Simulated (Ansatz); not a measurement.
A calculation with Ansatz 0.2.0 of Sc (native input, structure typed inline):

The input input.yaml:

```yaml
crystal:
  lattice:
    - [3.19612265, 0.0, 0.0]
    - [1.598061325, 2.7679234085, 0.0]
    - [1.598061325, 0.9226411362, 2.609623216]
  atoms:
    - { symbol: Sc, position: [0.0, 0.0, 0.0] }
hamiltonian:
  xc: pbe
  pseudopotentials: { kind: paw }
  dispersion: d3bj
kpoints:
  mp_grid: { grid: [10, 10, 10] }
  band_path:
    path:
      - [[0.0, 0.0, 0.0], [0.5, 0.0, 0.5], [0.5, 0.25, 0.75], [0.375, 0.375, 0.75], [0.0, 0.0, 0.0], [0.5, 0.5, 0.5], [0.625, 0.25, 0.625], [0.5, 0.25, 0.75], [0.5, 0.5, 0.5], [0.375, 0.375, 0.75]]
      - [[0.625, 0.25, 0.625], [0.5, 0.0, 0.5]]
    npoints: 14
scf:
  occupations: { method: tetrahedron }
  n_extra_bands: 6
output:
  forces: true
  stress: true
  fatbands: false
```

Potentials or basis: Ansatz PAW.

Launch:

```console
$ ansatz run input.yaml --threads 2 --pin off --max-ram 5120MiB --backend cpu --events-out ev --progress --plain --runs-dir out
```

This isn't the form of Sc at room conditions, which is hcp.

Q: Write the same calculation in another form: ASE script, structure from a P1 CIF.

A: As run:

run.py

```python
import json

import ase.io
import numpy as np

import ansatz as az

atoms = ase.io.read("Sc.cif")
atoms.info.pop("occupancy", None)

calculation = (
    az.Crystal.from_ase(atoms)
    .calculation()
    .kpoints(10, 10, 10)
    .functional("pbe", dispersion="d3bj")
    .pseudopotentials(kind="paw")
    .scf(extra_bands=6)
    .occupations(method="tetrahedron")
    .band_structure(path=(((0.0, 0.0, 0.0), (0.5, 0.0, 0.5), (0.5, 0.25, 0.75), (0.375, 0.375, 0.75), (0.0, 0.0,
        0.0), (0.5, 0.5, 0.5), (0.625, 0.25, 0.625), (0.5, 0.25, 0.75), (0.5, 0.5, 0.5), (0.375, 0.375, 0.75)),
        ((0.625, 0.25, 0.625), (0.5, 0.0, 0.5))), intervals=14)
    .density()
    .potential()
    .output_files(volumetric_format="npy")
    .electron_localization_function()
    .forces()
    .stress()
)
outcome = calculation.run(threads=2, events_out="events.jsonl")

report = outcome.report
for line in open("events.jsonl"):
    event = json.loads(line)
    if event["event"] == "scf_iter":
        d = event["data"]
        print(f"SCF {d['iter']:3d}  HF = {d['harris_foulkes_ev']:.6f} eV  dr2 = {d['dr2_ev']:.2e} eV")
    elif event["event"] in ("relax_step", "md_step"):
        d = event["data"]
        print(f"{event['event']} {d['step']:3d}  E = {d['lagrangian_ev']:.6f} eV")
np.set_printoptions(precision=5, suppress=True, linewidth=110)
print("converged:", report["converged"], "after", report["n_iterations"], "iterations")
print(f"free energy {report['free_energy_ev']:.6f} eV, Fermi level {report['fermi_energy_ev']:.4f} eV")
for key in ("band_edges_ev", "magnetization_mub", "site_moments_mub", "site_moments_nc_mub", "forces_ev_ang",
                "stress_gpa", "kpoints_frac", "eigenvalues_ev"):
    if report.get(key) is not None:
        print(key, np.array(report[key]), sep="\n")
```

The input Sc.cif:

```cif
data_Sc
_cell_length_a 3.19612265
_cell_length_b 3.19612265
_cell_length_c 3.19612265
_cell_angle_alpha 60.00000000
_cell_angle_beta 60.00000000
_cell_angle_gamma 60.00000000
_space_group_name_H-M_alt 'P1'
_space_group_name_Hall 'P 1'
_space_group_IT_number 1
loop_
_space_group_symop_operation_xyz
'x,y,z'
loop_
_atom_site_label
_atom_site_type_symbol
_atom_site_symmetry_multiplicity
_atom_site_Wyckoff_symbol
_atom_site_fract_x
_atom_site_fract_y
_atom_site_fract_z
_atom_site_occupancy
Sc1 Sc 1 a 0.0000000000 0.0000000000 0.0000000000 1
```

Potentials or basis: Ansatz PAW.

Launch:

```console
$ python run.py
```

Both were run:

|  | native input, structure typed inline | ASE script, structure from a P1 CIF |
| --- | --- | --- |
| Pressure | 0.7 GPa | 0.7 GPa |
| Band gap on the k mesh | none (metal or under the smearing width) | none (metal or under the smearing width) |

Keys that steer only the numerical path or the files written may differ.

Caveat: pairwise dispersion overbinds metals, which lowers pressure and volume; with tetrahedron occupations forces and stress needn't match the slope of the energy.
